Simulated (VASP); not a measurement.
The system is CdTe.

```
CELL_PARAMETERS angstrom
0.00000 3.20500 3.20500
3.20500 0.00000 3.20500
3.20500 3.20500 0.00000
ATOMIC_POSITIONS crystal
Te 0.75000 0.75000 0.75000
Cd 0.00000 0.00000 0.00000
```

Base run:

```yaml
Program: VASP 6.6.1
Functional: r2SCAN
Potentials_or_basis: VASP PAW PBE potentials, release 64 (Te, Cd)
Cutoff: 520 eV
k_mesh: 8 × 8 × 8
Occupations: gaussian, width 0.02 eV
Spin: no spin polarisation
```

Its results: band gap on the k mesh 1.38 eV, direct.

Problem. The run is repeated on the same cell with these changes: functional from r2SCAN to TB-mBJ. What comes out?

Solution. Band gap on the k mesh 1.91 eV, direct.

Caveats: spin-orbit coupling is left out, which moves the levels of the heavy elements.
